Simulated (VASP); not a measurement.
# P (Im-3m) in VASP: a series of runs

One crystal, P, is run at these levels: PBE; tasks: single point, relaxation of cell and atoms.

Everything below comes from runs of VASP 6.6.1. Logs are shortened: lines on timing, memory, paths and dates and some standing lists are left out, and cuts for length are marked.

## (1) The crystal as given

It takes space group Im-3m (No. 229, cubic). The conventional cell has a = 6.677 Å, b = 6.677 Å, c = 6.677 Å, α = 90.00°, β = 90.00°, γ = 90.00°. Around P (site symmetry -4m2) lie 4 P at 2.36 Å.

The cell was built by a generator and needn't be a form met in nature.

## (2) Single point, PBE

INCAR reads:

```
SYSTEM = P
ALGO = Normal
EDIFF = 1E-7
ENCUT = 520
GGA = PE
ISIF = 2
ISMEAR = 0
LASPH = .TRUE.
LCHARG = .FALSE.
LREAL = .FALSE.
LWAVE = .FALSE.
NBANDS = 24
NELM = 100
PREC = Accurate
SIGMA = 0.1
```

KPOINTS reads:

```
k-points
0
G
  8 8 8
  0 0 0
```

POSCAR reads:

```
P
1.0
   -3.3386397089      3.3386397089      3.3386397089
    3.3386397089     -3.3386397089      3.3386397089
    3.3386397089      3.3386397089     -3.3386397089
P
6
Direct
    0.7500000000      0.2500000000      0.5000000000
    0.2500000000      0.7500000000      0.5000000000
    0.5000000000      0.2500000000      0.7500000000
    0.7500000000      0.5000000000      0.2500000000
    0.5000000000      0.7500000000      0.2500000000
    0.2500000000      0.5000000000      0.7500000000
```

Potentials or basis: VASP PAW PBE potentials, release 64 (P).

The run is started by

```sh
$ cat potpaw_PBE.64/P/POTCAR > POTCAR
$ mpirun -np 1 vasp_std > vasp.out
```

OUTCAR:

```text
SYSTEM = P
   EDIFF = 1E-7
   ENCUT = 520
   GGA = PE
   ISIF = 2
   ISMEAR = 0
   LASPH = .TRUE.
   LREAL = .FALSE.
   NELM = 100
   PREC = Accurate

 ion  position               nearest neighbor table
   1  0.750  0.250  0.500-   3 2.36   4 2.36   6 2.36   5 2.36
   2  0.250  0.750  0.500-   3 2.36   5 2.36   6 2.36   4 2.36
   3  0.500  0.250  0.750-   1 2.36   4 2.36   6 2.36   2 2.36
   4  0.750  0.500  0.250-   1 2.36   2 2.36   5 2.36   3 2.36
   5  0.500  0.750  0.250-   1 2.36   2 2.36   4 2.36   6 2.36
   6  0.250  0.500  0.750-   2 2.36   3 2.36   5 2.36   1 2.36

  LATTYP: Found a body centered cubic cell.
 ALAT       =     6.6772794178

  Lattice vectors:

 A1 = (  -3.3386397089,   3.3386397089,   3.3386397089)
 A2 = (   3.3386397089,  -3.3386397089,   3.3386397089)
 A3 = (   3.3386397089,   3.3386397089,  -3.3386397089)

Analysis of symmetry for initial positions (statically):
=====================================================================
 Subroutine PRICEL returns:
 Original cell was already a primitive cell.

 Routine SETGRP: Setting up the symmetry group for a
 body centered cubic supercell.

 Subroutine GETGRP returns: Found 48 space group operations
 (whereof 48 operations were pure point group operations)
 out of a pool of 48 trial point group operations.

The static configuration has the point symmetry O_h .

Analysis of symmetry for dynamics (positions and initial velocities):
=====================================================================
 Subroutine PRICEL returns:
 Original cell was already a primitive cell.

 Routine SETGRP: Setting up the symmetry group for a
 body centered cubic supercell.

 Subroutine GETGRP returns: Found 48 space group operations
 (whereof 48 operations were pure point group operations)
 out of a pool of 48 trial point group operations.

The dynamic configuration has the point symmetry O_h .

 Subroutine INISYM returns: Found 48 space group operations
 (whereof 48 operations are pure point group operations),
 and found     1 'primitive' translations

----------------------------------------------------------------------------------------

                                     Primitive cell

  volume of cell :     148.8568

  direct lattice vectors                    reciprocal lattice vectors
    -3.338639709  3.338639709  3.338639709     0.000000000  0.149761593  0.149761593
     3.338639709 -3.338639709  3.338639709     0.149761593  0.000000000  0.149761593
     3.338639709  3.338639709 -3.338639709     0.149761593  0.149761593  0.000000000

  length of vectors
     5.782693604  5.782693604  5.782693604     0.211794875  0.211794875  0.211794875

  position of ions in fractional coordinates (direct lattice)
     0.750000000  0.250000000  0.500000000
     0.250000000  0.750000000  0.500000000
     0.500000000  0.250000000  0.750000000
     0.750000000  0.500000000  0.250000000
     0.500000000  0.750000000  0.250000000
     0.250000000  0.500000000  0.750000000

  ion indices of the primitive-cell ions
   primitive index   ion index
                 1           1
                 2           2
                 3           3
                 4           4
                 5           5
                 6           6

----------------------------------------------------------------------------------------

 KPOINTS: k-points

Automatic generation of k-mesh.
 Grid dimensions read from file:
 generate k-points for:    8    8    8

 Generating k-lattice:

  Cartesian coordinates                     Fractional coordinates (reciprocal lattice)
     0.000000000  0.018720199  0.018720199     0.125000000  0.000000000  0.000000000
     0.018720199  0.000000000  0.018720199     0.000000000  0.125000000  0.000000000
     0.018720199  0.018720199  0.000000000     0.000000000  0.000000000  0.125000000

  Length of vectors
     0.026474359  0.026474359  0.026474359

  Shift w.r.t. Gamma in fractional coordinates (k-lattice)
     0.000000000  0.000000000  0.000000000

 Subroutine IBZKPT returns following result:
 ===========================================

 Found     29 irreducible k-points:

 Following reciprocal coordinates:
            Coordinates               Weight
  0.000000  0.000000  0.000000      1.000000
  0.125000  0.000000  0.000000     12.000000
  0.250000  0.000000  0.000000     12.000000
  0.375000  0.000000  0.000000     12.000000
  0.500000  0.000000  0.000000      6.000000
  0.125000  0.125000  0.000000     24.000000
[... 16 lines left out ...]
 -0.250000  0.250000  0.250000      6.000000
 -0.375000  0.375000  0.250000     24.000000
 [... further k-points ...]
   k-points           NKPTS =     29   k-points in BZ     NKDIM =     29   number of bands    NBANDS=     24
   number of dos      NEDOS =    301   number of ions     NIONS =      6
   total plane-waves  NPLWV = 110592
   dimension x,y,z NGX =    48 NGY =   48 NGZ =   48
   dimension x,y,z NGXF=    96 NGYF=   96 NGZF=   96
   ions per type =               6
   NGX,Y,Z   is equivalent  to a cutoff of  13.80, 13.80, 13.80 a.u.
   NGXF,Y,Z  is equivalent  to a cutoff of  27.60, 27.60, 27.60 a.u.
 SYSTEM =  P
   PREC   = accura    normal or accurate (medium, high low for compatibility)
   ISTART =      0    job   : 0-new  1-cont  2-samecut
   ICHARG =      2    charge: 1-file 2-atom 10-const
   ISPIN  =      1    spin polarized calculation?
   LNONCOLLINEAR =      F non collinear calculations
   LSORBIT =      F    spin-orbit coupling
   LASPH  =      T    aspherical Exc in radial PAW
   ENCUT  =  520.0 eV  38.22 Ry    6.18 a.u.  10.75 10.75 10.75*2*pi/ulx,y,z
   NELM   =    100;   NELMIN=  2; NELMDL= -5     # of ELM steps
   EDIFF  = 0.1E-06   stopping-criterion for ELM
   LREAL  =      F    real-space projection
   EDIFFG = 0.1E-05   stopping-criterion for IOM
   NSW    =      0    number of steps for IOM
   IBRION =     -1    ionic relax: 0-MD 1-quasi-New 2-CG
   NFREE  =      0    steps in history (QN), initial steepest desc. (CG)
   ISIF   =      2    stress and relaxation
   ISYM   =      2    0-nonsym 1-usesym 2-fastsym
   POTIM  = 0.5000    time-step for ionic-motion
   TEBEG  =    0.0;   TEEND  =   0.0 temperature during run
   PSTRESS=    0.0 pullay stress
   NELECT =      30.0000    total number of electrons
   NUPDOWN=      -1.0000    fix difference up-down
   EMIN   =  10.00;   EMAX   =-10.00  energy-range for DOS
   EFERMI =   0.00;   METHOD = LEGACY
   ISMEAR =     0;   SIGMA  =   0.10  broadening in eV -4-tet -1-fermi 0-gaus
   EFERMI_NEDOS =   21; number of points for ismear=-14 and -15
   IALGO  =     38    algorithm
   IMIX   =      4    mixing-type and parameters
     AMIX     =   0.40;   BMIX     =  1.00
     AMIX_MAG =   1.60;   BMIX_MAG =  1.00
  volume/ion in A,a.u.               =      24.81       167.42
  Fermi-wavevector in a.u.,A,eV,Ry     =   0.959826  1.813808 12.534576  0.921265
  Thomas-Fermi vector in A             =   2.089056
   LORBIT       =      0    0 simple, 1 ext, 2 COOP (PROOUT), +10 PAW based schemes
   GGA     = PE    functional components
   LHFCALC =     F    Hartree Fock is set to
   AEXX    =    0.0000 exact exchange contribution
   IVDW    =     0    specifies the selected vdW correction
   LEPSILON=     F    determine dielectric tensor
   LRPA    =     F    only Hartree local field effects (RPA)
 non-spin polarized calculation
 Gauss-broadening in eV      SIGMA  =   0.10
  energy-cutoff  :      520.00
  volume of cell :      148.86
 maximum number of plane-waves:      4093
 NGX is ok and might be reduce to    48
   NGX = 21   NGY = 21   NGZ = 21

 number of electron      30.0000001 magnetization

 Free energy of the ion-electron system (eV)
  ---------------------------------------------------
  ext. energy  EPLUGINS =         0.00000000
  ---------------------------------------------------
  free energy    TOTEN  =       -29.11019714 eV

  energy without entropy =      -29.08116054  energy(sigma->0) =      -29.09567884

 E-fermi :   4.2720     XC(G=0):  -8.3175

 val. band max:        4.2505044917   @ k =   0.2500   0.2500   0.1250
 cond. band min:       4.2789616526   @ k =   0.3750   0.1250   0.0000
 fundamental gap:      0.0284571609
 Fermi energy:         4.2719817575

 k-point     1 :       0.0000    0.0000    0.0000
  band No.  band energies     occupation
      1     -10.8163      2.00000
      2      -6.7650      2.00000
      3      -6.7650      2.00000
      4      -6.7650      2.00000
      5      -6.2893      2.00000
      6      -6.2893      2.00000
[... 16 lines left out ...]
     23       7.8347      0.00000
     24       7.8347      0.00000

 k-point     2 :       0.1250    0.0000    0.0000
  band No.  band energies     occupation
      1     -10.7455      2.00000
      2      -7.4290      2.00000
      3      -7.0205      2.00000
      4      -6.7858      2.00000
      5      -5.9446      2.00000
      6      -5.6002      2.00000
[... 16 lines left out ...]
     23       8.2566      0.00000
     24       8.3995      0.00000

 k-point     3 :       0.2500    0.0000    0.0000
  band No.  band energies     occupation
      1     -10.5377      2.00000
      2      -8.2168      2.00000
      3      -7.3205      2.00000
      4      -6.8347      2.00000
      5      -5.3990      2.00000
      6      -4.7530      2.00000
[... 16 lines left out ...]
     23       8.5119      0.00000
     24       8.8630      0.00000
[... 514 lines left out ...]
 k-point    23 :      -0.2500    0.2500    0.2500
  band No.  band energies     occupation
      1     -10.2837      2.00000
      2      -8.7273      2.00000
      3      -6.9115      2.00000
      4      -6.9115      2.00000
      5      -6.5101      2.00000
      6      -3.0578      2.00000
[... 16 lines left out ...]
     23       8.1891      0.00000
     24       8.4799      0.00000

 k-point    24 :      -0.3750    0.3750    0.2500
  band No.  band energies     occupation
      1      -9.9956      2.00000
      2      -9.1068      2.00000
      3      -7.1888      2.00000
      4      -6.9628      2.00000
      5      -6.3291      2.00000
      6      -2.8249      2.00000
[... 16 lines left out ...]
     23       8.2384      0.00000
     24       8.3163      0.00000

 [... further k-points ...]

------------------------ aborting loop because EDIFF is reached ----------------------------------------

  FORCE on cell =-STRESS in cart. coord.  units (eV):
  Direction    XX          YY          ZZ          XY          YZ          ZX
  --------------------------------------------------------------------------------------
  -------------------------------------------------------------------------------------
  Total       -0.1204152     -0.1204152     -0.1204152      0.0000000     -0.0000000     -0.0000000
  in kB       -1.2960542     -1.2960542     -1.2960542      0.0000000     -0.0000000     -0.0000000
  external PRESSURE =      -1.2960542 kB  Pullay stress =       0.0000000 kB

 VOLUME and BASIS-vectors are now :
 -----------------------------------------------------------------------------
  energy-cutoff  :      520.00
  volume of cell :      148.86
      direct lattice vectors                 reciprocal lattice vectors
    -3.338639709  3.338639709  3.338639709     0.000000000  0.149761593  0.149761593
     3.338639709 -3.338639709  3.338639709     0.149761593  0.000000000  0.149761593
     3.338639709  3.338639709 -3.338639709     0.149761593  0.149761593  0.000000000

 POSITION                                       TOTAL-FORCE (eV/Angst)
 -----------------------------------------------------------------------------------
      0.00000      3.33864      1.66932        -0.000000      0.000000     -0.000000
      3.33864      0.00000      1.66932        -0.000000     -0.000000     -0.000000
      1.66932      3.33864      0.00000         0.000000      0.000000     -0.000000
      0.00000      1.66932      3.33864        -0.000000      0.000000      0.000000
      1.66932      0.00000      3.33864         0.000000     -0.000000      0.000000
      3.33864      1.66932      0.00000         0.000000      0.000000     -0.000000
 -----------------------------------------------------------------------------------
    total drift:                               -0.000000     -0.000000      0.000000

  FREE ENERGIE OF THE ION-ELECTRON SYSTEM (eV)
  ---------------------------------------------------
  free  energy   TOTEN  =       -29.1101971375 eV

  energy  without entropy=      -29.0811605390  energy(sigma->0) =      -29.09567884
```

It took 76 s on 1 thread of Intel Xeon 6975P-C (Granite Rapids), shared host; peak memory 0.33 GiB.

What came out:

| Item | Value |
| --- | --- |
| Free energy | -29.1102 eV |
| Pressure | -0.1 GPa |
| Band gap on the k mesh | none (metal or under the smearing width) |

(Continued in part 2 of 2.)
